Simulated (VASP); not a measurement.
# TiN (Osbornite) (Fm-3m) in VASP: notebook

One crystal, TiN (Osbornite), is run at these levels: PBE+D3(BJ), PBEsol; tasks: relaxation of cell and atoms.

Everything below comes from runs of VASP 6.6.1. Logs are shortened: lines on timing, memory, paths and dates and some standing lists are left out, and cuts for length are marked.

## 1. The structure

Symmetry: Fm-3m, No. 225, cubic system. The conventional cell has a = 4.238 Å, b = 4.238 Å, c = 4.238 Å, α = 90.00°, β = 90.00°, γ = 90.00°. Around Ti (site symmetry m-3m) lie 6 N at 2.12 Å. N (site symmetry m-3m) has 6 Ti at 2.12 Å as nearest neighbours.

## 2. Relaxation of cell and atoms, PBE+D3(BJ)

INCAR

```
SYSTEM = TiN
PREC = Accurate
ENCUT = 600
EDIFF = 1E-6
ISMEAR = 1
SIGMA = 0.1
LREAL = .FALSE.
LASPH = .TRUE.
NELM = 80
ALGO = Normal
ISIF = 3
LWAVE = .FALSE.
LCHARG = .FALSE.
GGA = PE
IVDW = 12
IBRION = 2
NSW = 90
EDIFFG = -0.01
```

KPOINTS

```
regular mesh
0
G
  16 16 16
  0 0 0
```

POSCAR

```
TiN
1.0
    0.0000000000      2.1190000000      2.1190000000
    2.1190000000      0.0000000000      2.1190000000
    2.1190000000      2.1190000000      0.0000000000
Ti N
1 1
Direct
    0.0000000000      0.0000000000      0.0000000000
    0.5000000000      0.5000000000      0.5000000000
```

Potentials or basis: VASP PAW PBE potentials, release 64 (Ti_sv, N).

Started as:

```bash
cat potpaw_PBE.64/Ti_sv/POTCAR potpaw_PBE.64/N/POTCAR > POTCAR
mpirun -np 1 vasp_std > vasp.out
```

OUTCAR:

```text
SYSTEM = TiN
   PREC = Accurate
   ENCUT = 600
   EDIFF = 1E-6
   ISMEAR = 1
   LREAL = .FALSE.
   LASPH = .TRUE.
   NELM = 80
   ISIF = 3
   GGA = PE
   IVDW = 12
   IBRION = 2
   NSW = 90
   EDIFFG = -0.01
 IVDW          = 12

 ion  position               nearest neighbor table
   1  0.000  0.000  0.000-   2 2.12   2 2.12   2 2.12   2 2.12   2 2.12   2 2.12
   2  0.500  0.500  0.500-   1 2.12   1 2.12   1 2.12   1 2.12   1 2.12   1 2.12

  LATTYP: Found a face centered cubic cell.
 ALAT       =     4.2380000000

  Lattice vectors:

 A1 = (   0.0000000000,   2.1190000000,   2.1190000000)
 A2 = (   2.1190000000,   0.0000000000,   2.1190000000)
 A3 = (   2.1190000000,   2.1190000000,   0.0000000000)

Analysis of symmetry for initial positions (statically):
=====================================================================
 Subroutine PRICEL returns:
 Original cell was already a primitive cell.

 Routine SETGRP: Setting up the symmetry group for a
 face centered cubic supercell.

 Subroutine GETGRP returns: Found 48 space group operations
 (whereof 48 operations were pure point group operations)
 out of a pool of 48 trial point group operations.

The static configuration has the point symmetry O_h .

Analysis of symmetry for dynamics (positions and initial velocities):
=====================================================================
 Subroutine PRICEL returns:
 Original cell was already a primitive cell.

 Routine SETGRP: Setting up the symmetry group for a
 face centered cubic supercell.

 Subroutine GETGRP returns: Found 48 space group operations
 (whereof 48 operations were pure point group operations)
 out of a pool of 48 trial point group operations.

The dynamic configuration has the point symmetry O_h .

 Subroutine INISYM returns: Found 48 space group operations
 (whereof 48 operations are pure point group operations),
 and found     1 'primitive' translations

----------------------------------------------------------------------------------------

                                     Primitive cell

  volume of cell :      19.0293

  direct lattice vectors                    reciprocal lattice vectors
     0.000000000  2.119000000  2.119000000    -0.235960359  0.235960359  0.235960359
     2.119000000  0.000000000  2.119000000     0.235960359 -0.235960359  0.235960359
     2.119000000  2.119000000  0.000000000     0.235960359  0.235960359 -0.235960359

  length of vectors
     2.996718539  2.996718539  2.996718539     0.408695330  0.408695330  0.408695330

  position of ions in fractional coordinates (direct lattice)
     0.000000000  0.000000000  0.000000000
     0.500000000  0.500000000  0.500000000
[... 75 lines left out ...]
   ENCUT  =  600.0 eV  44.10 Ry    6.64 a.u.   5.99  5.99  5.99*2*pi/ulx,y,z
   NELM   =     80;   NELMIN=  2; NELMDL= -5     # of ELM steps
   EDIFF  = 0.1E-05   stopping-criterion for ELM
   LREAL  =      F    real-space projection
   EDIFFG = -.1E-01   stopping-criterion for IOM
   NSW    =     90    number of steps for IOM
   IBRION =      2    ionic relax: 0-MD 1-quasi-New 2-CG
   NFREE  =      1    steps in history (QN), initial steepest desc. (CG)
   ISIF   =      3    stress and relaxation
   ISYM   =      2    0-nonsym 1-usesym 2-fastsym
   POTIM  = 0.5000    time-step for ionic-motion
   TEBEG  =    0.0;   TEEND  =   0.0 temperature during run
   PSTRESS=    0.0 pullay stress
   NELECT =      17.0000    total number of electrons
   NUPDOWN=      -1.0000    fix difference up-down
   EMIN   =  10.00;   EMAX   =-10.00  energy-range for DOS
   EFERMI =   0.00;   METHOD = LEGACY
   ISMEAR =     1;   SIGMA  =   0.10  broadening in eV -4-tet -1-fermi 0-gaus
   EFERMI_NEDOS =   21; number of points for ismear=-14 and -15
   IALGO  =     38    algorithm
   IMIX   =      4    mixing-type and parameters
     AMIX     =   0.40;   BMIX     =  1.00
     AMIX_MAG =   1.60;   BMIX_MAG =  1.00
  volume/ion in A,a.u.               =       9.51        64.21
  Fermi-wavevector in a.u.,A,eV,Ry     =   1.576704  2.979539 33.824024  2.485996
  Thomas-Fermi vector in A             =   2.677497
   LORBIT       =      0    0 simple, 1 ext, 2 COOP (PROOUT), +10 PAW based schemes
   GGA     = PE    functional components
   LHFCALC =     F    Hartree Fock is set to
   AEXX    =    0.0000 exact exchange contribution
   IVDW    =    12    specifies the selected vdW correction
   LEPSILON=     F    determine dielectric tensor
   LRPA    =     F    only Hartree local field effects (RPA)
 conjugate gradient relaxation of ions
 non-spin polarized calculation
 Methfessel and Paxton  Order N= 1 SIGMA  =   0.10
  energy-cutoff  :      600.00
  volume of cell :       19.03
 maximum number of plane-waves:       652
   NGX = 11   NGY = 11   NGZ = 11

--------------------------------------- Ionic step        1  -------------------------------------------

 number of electron      17.0000001 magnetization

 Free energy of the ion-electron system (eV)
  ---------------------------------------------------
  ext. energy  EPLUGINS =         0.00000000
  ---------------------------------------------------
  free energy    TOTEN  =       -19.63681692 eV

  energy without entropy =      -19.63546780  energy(sigma->0) =      -19.63636722

------------------------ aborting loop because EDIFF is reached ----------------------------------------

 Edisp (eV)   -0.93868

 E8    (eV) :    -0.3962
[... 71 lines left out ...]
--------------------------------------- Ionic step        3  -------------------------------------------

 number of electron      16.9999999 magnetization

 Free energy of the ion-electron system (eV)
  ---------------------------------------------------
  ext. energy  EPLUGINS =         0.00000000
  ---------------------------------------------------
  free energy    TOTEN  =       -19.62324561 eV

  energy without entropy =      -19.62186629  energy(sigma->0) =      -19.62278584

 E-fermi :  11.7981     XC(G=0): -13.1559

 val. band max:       11.7978117722   @ k =   0.3750   0.1250   0.0000
 cond. band min:      11.8018874008   @ k =  -0.1875   0.0625   0.0000
 fundamental gap:      0.0040756286
 Fermi energy:        11.7980832517

 k-point     1 :       0.0000    0.0000    0.0000
  band No.  band energies     occupation
      1     -46.0524      2.00000
      2     -22.0139      2.00000
      3     -22.0139      2.00000
      4     -22.0139      2.00000
      5      -5.4702      2.00000
      6       9.7071      2.00000
      7       9.7071      2.00000
      8       9.7071      2.00000
      9      11.1470      2.00000
     10      11.1470      2.00000
     11      11.1470      2.00000
     12      12.3835     -0.00000
[... 331 lines left out ...]
 k-point    24 :      -0.0625    0.0625    0.0000
  band No.  band energies     occupation
      1     -46.0418      2.00000
      2     -22.0814      2.00000
      3     -22.0311      2.00000
      4     -22.0149      2.00000
      5      -5.2621      2.00000
      6       8.6147      2.00000
      7       8.8382      2.00000
      8       9.1614      2.00000
      9      11.2676      2.00000
     10      11.5659      2.00494
     11      11.6823      2.06943
     12      12.8361     -0.00000

 [... further k-points ...]

------------------------ aborting loop because EDIFF is reached ----------------------------------------

 Edisp (eV)   -0.96027

 E8    (eV) :    -0.4055
[... 25 lines left out ...]
  FREE ENERGIE OF THE ION-ELECTRON SYSTEM (eV)
  ---------------------------------------------------
  free  energy   TOTEN  =       -20.5835152260 eV

  energy  without entropy=      -20.5821359058  energy(sigma->0) =      -20.58305545

 reached required accuracy - stopping structural energy minimisation
```

OSZICAR:

```text
N       E                     dE             d eps       ncg     rms          rms(c)
DAV:   1     0.154803462016E+03    0.15480E+03   -0.97277E+03  3484   0.186E+03
DAV:   2    -0.108117017405E+02   -0.16562E+03   -0.15868E+03  3660   0.448E+02
DAV:   3    -0.240942755539E+02   -0.13283E+02   -0.12920E+02  4276   0.125E+02
[... 33 lines left out ...]
DAV:   6    -0.196217929441E+02   -0.36025E-03   -0.26355E-04  3908   0.134E-01    0.152E-01
DAV:   7    -0.196232011441E+02   -0.14082E-02   -0.23412E-03  4368   0.407E-01    0.415E-02
DAV:   8    -0.196232203360E+02   -0.19192E-04   -0.51654E-04  4288   0.195E-01    0.265E-02
DAV:   9    -0.196232441565E+02   -0.23820E-04   -0.51488E-05  4508   0.550E-02    0.130E-02
DAV:  10    -0.196232458776E+02   -0.17211E-05   -0.99865E-06  4348   0.223E-02    0.934E-03
DAV:  11    -0.196232456132E+02    0.26439E-06   -0.82510E-07  1816   0.123E-02
   3 F= -.20583515E+02 E0= -.20583055E+02  d E =-.801757E-02
```

CONTCAR:

```text
TiN
   1.00000000000000
    -0.0000000000000000    2.1036383074933225    2.1036383074933225
     2.1036383074933225    0.0000000000000000    2.1036383074933225
     2.1036383074933225    2.1036383074933225   -0.0000000000000000
  Ti              N
     1     1
Direct
     0.0000000000000000    0.0000000000000000    0.0000000000000000
     0.5000000000000000    0.5000000000000000    0.5000000000000000

  0.00000000E+00  0.00000000E+00  0.00000000E+00
  0.00000000E+00  0.00000000E+00  0.00000000E+00
```

Wall time 54 s (1 thread of AMD EPYC 9R45 (Zen 5), shared host); peak memory 0.16 GiB.

Results:

```yaml
Free_energy: -20.5835 eV
Relaxed_volume: 9.31 Å³/atom
Relaxed_cell: a = 2.975 Å, b = 2.975 Å, c = 2.975 Å, α = 60.00°, β = 60.00°, γ = 60.00°
Space_group_after_relaxing_to_0.05_Å: Fm-3m (No. 225)
Energy_gained_by_relaxing: 4.0 meV/atom
Ionic_steps: 3
Pressure_after_relaxing: 0.0 GPa
Band_gap_on_the_k_mesh: none (metal or under the smearing width)
Dispersion_energy_per_atom: -0.480 eV
```

The path:
| step | energy change (eV) | largest force (eV/Å) | pressure (GPa) | volume (Å³) |
| --- | --- | --- | --- | --- |
| 1 | 0.0000 | 0.0000 | -6.16 | 19.03 |
| 2 | 0.0094 | 0.0000 | 10.09 | 18.04 |
| 3 | -0.0080 | 0.0000 | 0.03 | 18.62 |

Final structure:
```
Ti N
1.0
     0.00000    2.10364    2.10364
     2.10364    0.00000    2.10364
     2.10364    2.10364    0.00000
Ti N
1 1
Cartesian
  0.0000 0.0000 0.0000
  2.1036 2.1036 2.1036
```

Caveat: pairwise dispersion overbinds metals, which lowers pressure and volume.

## 3. Relaxation of cell and atoms, PBE+D3(BJ)

This run uses another cell than the first one, of 9.31 Å³/atom, 0.978 times its volume.

INCAR, as its differences from that of step 2:

```diff
@@ -3,3 +3,3 @@
 ENCUT = 600
-EDIFF = 1E-6
+EDIFF = 1E-7
 ISMEAR = 1
@@ -17,2 +17,2 @@
 NSW = 90
-EDIFFG = -0.01
+EDIFFG = -0.005
```

KPOINTS is that of step 2.

POSCAR

```
TiN                                     
1.0
   -0.0000000000      2.1036383075      2.1036383075
    2.1036383075      0.0000000000      2.1036383075
    2.1036383075      2.1036383075     -0.0000000000
  Ti              N             
     1     1
Direct
     0.0000000000000000    0.0000000000000000    0.0000000000000000
     0.5000000000000000    0.5000000000000000    0.5000000000000000
```

Potentials or basis: VASP PAW PBE potentials, release 64 (Ti_sv, N).

Started as:

```bash
cat potpaw_PBE.64/Ti_sv/POTCAR potpaw_PBE.64/N/POTCAR > POTCAR
mpirun -np 1 vasp_std > vasp.out
```

Wall time 23 s (1 thread of AMD EPYC 9R45 (Zen 5), shared host); peak memory 0.15 GiB.

The run converged. Its results:

| Quantity | Value |
| --- | --- |
| Free energy | -20.5827 eV |
| Pressure after relaxing | 0.0 GPa |
| Band gap on the k mesh | none (metal or under the smearing width) |
| Dispersion energy per atom | -0.480 eV |

Final structure:
```yaml
crystal:
  lattice:
    - [0.00000, 2.10364, 2.10364]
    - [2.10364, 0.00000, 2.10364]
    - [2.10364, 2.10364, 0.00000]
  atoms:
    - { symbol: Ti, position: [0.00000, 0.00000, 0.00000] }
    - { symbol: N, position: [0.50000, 0.50000, 0.50000] }
```

Levels at points of the mesh, in eV from the Fermi level:
```tsv
k point	band 6	band 7	band 8	band 9	band 10	band 11	band 12
(0.00, 0.00, 0.00)	-2.09	-2.09	-2.09	-0.65	-0.65	-0.65	0.59
(0.50, 0.00, 0.00)	-8.25	-5.62	-5.62	1.73	1.73	2.43	5.91
(0.50, 0.50, 0.00)	-5.91	-3.28	-3.28	-3.19	1.69	2.46	2.46
```

Caveat: the relaxation stopped at its first step, so nothing moved; pairwise dispersion overbinds metals, which lowers pressure and volume.

## 4. Relaxation of cell and atoms, PBEsol

INCAR

```
PREC     = Accurate       # precision mode
ENCUT    = 600            # plane-wave cutoff, eV
EDIFF    = 1E-6           # SCF threshold, eV
ISMEAR   = 1              # smearing method
SIGMA    = 0.1            # smearing width, eV
LREAL    = False          # projectors in reciprocal space
LASPH    = True           # aspherical terms in the spheres
NELM     = 80             # most SCF steps
ALGO     = Normal         # electronic algorithm
ISIF     = 3              # what is computed and relaxed
LWAVE    = False          # write WAVECAR
LCHARG   = False          # write CHGCAR
GGA      = PS             # functional
IBRION   = 2              # ionic algorithm
NSW      = 90             # ionic steps
EDIFFG   = -0.01          # ionic threshold
```

KPOINTS

```
Automatic mesh
0
Gamma
  16 16 16
```

POSCAR

```
TiN
1.0
    0.0000000000      2.1190000000      2.1190000000
    2.1190000000      0.0000000000      2.1190000000
    2.1190000000      2.1190000000      0.0000000000
Ti N
1 1
Direct
    0.0000000000      0.0000000000      0.0000000000
    0.5000000000      0.5000000000      0.5000000000
```

Started as:

```bash
cat potpaw_PBE.64/Ti_sv/POTCAR potpaw_PBE.64/N/POTCAR > POTCAR
mpirun -np 1 vasp_std > vasp.out
```

Run time: 44 s. Hardware: 1 thread of Intel Xeon Platinum 8488C (Sapphire Rapids), shared host; peak memory 0.18 GiB.

The run converged. Its results:

| Item | Value |
| --- | --- |
| Free energy | -20.7827 eV |
| Relaxed volume | 9.30 Å³/atom |
| Relaxed cell | a = 2.974 Å, b = 2.974 Å, c = 2.974 Å, α = 60.00°, β = 60.00°, γ = 60.00° |
| Space group after relaxing (to 0.05 Å) | Fm-3m (No. 225) |
| Energy gained by relaxing | 4.5 meV/atom |
| Ionic steps | 3 |
| Pressure after relaxing | 0.0 GPa |
| Band gap on the k mesh | none (metal or under the smearing width) |

The path:
```
step  energy change (eV)  largest force (eV/Å)  pressure (GPa)  volume (Å³)
   1              0.0000                0.0000           -6.58        19.03
   2              0.0115                0.0000           10.91        17.97
   3             -0.0091                0.0000           -0.03        18.60
```

Final structure:
```cif
data_structure
_symmetry_space_group_name_H-M 'P 1'
_symmetry_Int_Tables_number 1
_cell_length_a 2.9740
_cell_length_b 2.9740
_cell_length_c 2.9740
_cell_angle_alpha 60.000
_cell_angle_beta 60.000
_cell_angle_gamma 60.000
_cell_volume 18.60
loop_
_atom_site_label
_atom_site_type_symbol
_atom_site_fract_x
_atom_site_fract_y
_atom_site_fract_z
_atom_site_occupancy
Ti1 Ti 0.00000 0.00000 0.00000 1
N1 N 0.50000 0.50000 0.50000 1
```

Levels at points of the mesh, in eV from the Fermi level:
| k point | band 5 | band 6 | band 7 | band 8 | band 9 | band 10 | band 11 | band 12 |
| --- | --- | --- | --- | --- | --- | --- | --- | --- |
| (0.00, 0.00, 0.00) | -17.21 | -2.06 | -2.06 | -2.06 | -0.66 | -0.66 | -0.66 | 0.58 |
| (0.50, 0.00, 0.00) | -14.59 | -8.28 | -5.63 | -5.63 | 1.76 | 1.76 | 2.47 | 5.97 |
| (0.50, 0.50, 0.00) | -15.77 | -5.91 | -3.26 | -3.26 | -3.24 | 1.70 | 2.50 | 2.50 |

Caveat: the PAW data sets were made with another functional, which shifts forces and pressure a little.
